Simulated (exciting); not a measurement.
# Bi (Im-3m) in exciting: settings compared, part 2 of 2

exciting (release sodium). Earlier steps stand in the parts before.

## Step 4: Band structure, RPBE

File input.xml:

```xml
<input>
  <title>Bi</title>
  <structure speciespath="./" tshift="false">
    <crystal scale="1">
      <basevect>-3.744361040074 3.744361040074 3.744361040074</basevect>
      <basevect>3.744361040074 -3.744361040074 3.744361040074</basevect>
      <basevect>3.744361040074 3.744361040074 -3.744361040074</basevect>
    </crystal>
    <species speciesfile="Bi.xml" rmt="2.3">
      <atom coord="0.000000000000 0.000000000000 0.000000000000"/>
    </species>
  </structure>
  <groundstate do="fromscratch" ngridk="9 9 9" rgkmax="9" gmaxvr="14" lmaxapw="10" lmaxmat="10" lmaxvr="8" stype="Fermi Dirac" swidth="0.00183747" nempty="8" ValenceRelativity="iora*" epsengy="1e-05" epspot="1e-05" maxscl="60" outputlevel="low">
    <libxc exchange="XC_GGA_X_RPBE" correlation="XC_GGA_C_PBE"/>
  </groundstate>
  <properties>
    <bandstructure>
      <plot1d>
        <path steps="80">
          <point coord="0 0 0" label="G"/>
          <point coord="0.5 -0.5 0.5" label="H"/>
          <point coord="0 0 0.5" label="N"/>
          <point coord="0 0 0" label="G"/>
          <point coord="0.25 0.25 0.25" label="P"/>
          <point coord="0.5 -0.5 0.5" label="H" breakafter="true"/>
          <point coord="0.25 0.25 0.25" label="P"/>
          <point coord="0 0 0.5" label="N"/>
        </path>
      </plot1d>
    </bandstructure>
    <chargedensityplot>
      <plot3d>
        <box grid="18 18 18">
          <origin coord="0 0 0"/>
          <point coord="1 0 0"/>
          <point coord="0 1 0"/>
          <point coord="0 0 1"/>
        </box>
      </plot3d>
    </chargedensityplot>
    <elfplot>
      <plot3d>
        <box grid="18 18 18">
          <origin coord="0 0 0"/>
          <point coord="1 0 0"/>
          <point coord="0 1 0"/>
          <point coord="0 0 1"/>
        </box>
      </plot3d>
    </elfplot>
    <exccplot>
      <plot3d>
        <box grid="18 18 18">
          <origin coord="0 0 0"/>
          <point coord="1 0 0"/>
          <point coord="0 1 0"/>
          <point coord="0 0 1"/>
        </box>
      </plot3d>
    </exccplot>
  </properties>
</input>
```

Potentials or basis: all-electron LAPW+lo, shipped species files, valence relativity iora*.

Launch:

```bash
> OMP_NUM_THREADS=1 exciting_smp
```

INFO.OUT:

```text
================================================================================
EXCITING SODIUM started
[... 10 lines left out ...]

 Lattice vectors (cartesian) :
     -3.7443610401      3.7443610401      3.7443610401
      3.7443610401     -3.7443610401      3.7443610401
      3.7443610401      3.7443610401     -3.7443610401

 Reciprocal lattice vectors (cartesian) :
      0.0000000000      0.8390196939      0.8390196939
      0.8390196939      0.0000000000      0.8390196939
      0.8390196939      0.8390196939      0.0000000000

 Unit cell volume                           :     209.9873556994
 Brillouin zone volume                      :       1.1812626175

 Species :    1 (Bi)
     parameters loaded from                 :    Bi.xml
     name                                   :    bismuth

     atomic positions (lattice) :
       1 :   0.00000000  0.00000000  0.00000000

 Total number of atoms per unit cell        :       1

 Spin treatment                             :    spin-unpolarised

 Number of Bravais lattice symmetries       :      48
 Number of crystal symmetries               :      48

 k-point grid                               :       9    9    9
 Total number of k-points                   :      35
 k-point set is reduced with crystal symmetries

 R^MT_min * |G+k|_max (rgkmax)              :       9.00000000

 G-vector grid sizes                        :      30    30    30
 Total number of G-vectors                  :    9861

 Total nuclear charge                       :     -83.00000000
 Total electronic charge                    :      83.00000000

 Number of empty states                     :       8
 Total number of valence states             :      16

 Exchange-correlation type                  :     100
     libxc; exchange: Hammer, Hansen, and Norskov; correlation: Perdew, Burke & Ernzerhof (see libxc for references)

 Smearing scheme                            :    Fermi-Dirac
[... 7 lines left out ...]
* Groundstate module started                                                   *
********************************************************************************
 Output level for this task is set to low

++++++++++++++++++++++++++++++++++++++++++++++++++++++++++++++++++++++++++++++++
[... 5 lines left out ...]
+ SCF iteration number :    1                                                  +
++++++++++++++++++++++++++++++++++++++++++++++++++++++++++++++++++++++++++++++++
 Total energy                               :    -21579.32040085
 _______________________________________________________________
 Fermi energy                               :         0.31100517
 DOS at Fermi energy (states/Ha/cell)       :        15.03431244
 Electron charge: Core leakage              :         0.00811243

++++++++++++++++++++++++++++++++++++++++++++++++++++++++++++++++++++++++++++++++
+ SCF iteration number :    2                                                  +
++++++++++++++++++++++++++++++++++++++++++++++++++++++++++++++++++++++++++++++++
 Total energy                               :    -21580.55406272
 _______________________________________________________________
 Fermi energy                               :         0.30676779
 DOS at Fermi energy (states/Ha/cell)       :        14.91818126
 Electron charge: Core leakage              :         0.00806056
[... 122 lines left out ...]
++++++++++++++++++++++++++++++++++++++++++++++++++++++++++++++++++++++++++++++++
+ SCF iteration number :   12                                                  +
++++++++++++++++++++++++++++++++++++++++++++++++++++++++++++++++++++++++++++++++
 Total energy                               :    -21582.12665019
 _______________________________________________________________
 Fermi energy                               :         0.29453687
 DOS at Fermi energy (states/Ha/cell)       :        14.62375543
 Electron charge: Core leakage              :         0.00797437

 RMS change in effective potential (target) :  0.156260E-09  ( 0.100000E-04)
 Absolute change in total energy   (target) :  0.306729E-06  ( 0.100000E-04)
 Charge distance                   (target) :  0.435860E-10  ( 0.100000E-04)

++++++++++++++++++++++++++++++++++++++++++++++++++++++++++++++++++++++++++++++++
| Convergency criteria checked for the last 2 iterations                       +
| Convergence targets achieved. Performing final SCF iteration                 +
++++++++++++++++++++++++++++++++++++++++++++++++++++++++++++++++++++++++++++++++
 Total energy                               :    -21582.12664984
 _______________________________________________________________
 Fermi energy                               :         0.29453687
 DOS at Fermi energy (states/Ha/cell)       :        14.62375541
 Electron charge: Core leakage              :         0.00797437

++++++++++++++++++++++++++++++++++++++++++++++++++++++++++++++++++++++++++++++++
[... 12 lines left out ...]
| EXCITING SODIUM stopped                                                      =
================================================================================
```

Wall time 39 s (1 thread of Arm Neoverse V2, shared host); peak memory 0.1 GiB.

What came out:

* Free energy: -587279.5884 eV
* Band gap on the k mesh: none (metal or under the smearing width)

Levels at the corners of the path, in eV from the Fermi level:
```csv
point,band 4,band 5,band 6,band 7,band 8,band 9,band 10,band 11
Γ,-22.94,-22.94,-13.55,5.11,5.11,5.11,9.13,10.42
H,-22.88,-22.88,-8.38,-1.83,-1.83,-1.83,3.51,3.51
N,-22.95,-22.86,-10.49,-5.10,1.55,3.44,5.95,7.53
Γ,-22.94,-22.94,-13.55,5.11,5.11,5.11,9.13,10.42
P,-22.95,-22.95,-9.96,-2.36,-2.36,-2.36,14.95,14.95
H,-22.88,-22.88,-8.38,-1.83,-1.83,-1.83,3.51,3.51
P,-22.95,-22.95,-9.96,-2.36,-2.36,-2.36,14.95,14.95
N,-22.95,-22.86,-10.49,-5.10,1.55,3.44,5.95,7.53
```

Caveat: the log's total energy holds no entropy term; the free energy is that total less TS from the occupations; spin-orbit coupling is left out, which moves the levels of the heavy elements.

## Step 5: Overview

| level | spin | k mesh | outputlevel | nempty | gap on the mesh (eV) |
| --- | --- | --- | --- | --- | --- |
| PBEsol | off | 9 × 9 × 9 | normal | 8 | none |
| PBEsol | SOC, no magnetisation | 7 × 7 × 7 | normal | 16 | none |
| RPBE | off | 9 × 9 × 9 | low | 8 | none |

Alike in all rows: task band structure; potentials or basis all-electron LAPW+lo, shipped species files, valence relativity iora*; cell as given; smearing fermi-dirac 0.05 eV; rgkmax 9.

Caveats: the free energy is that total less TS from the occupations (some runs); spin-orbit coupling is left out, which moves the levels of the heavy elements (some runs).

Compare energies only between runs with the same functional and basis.
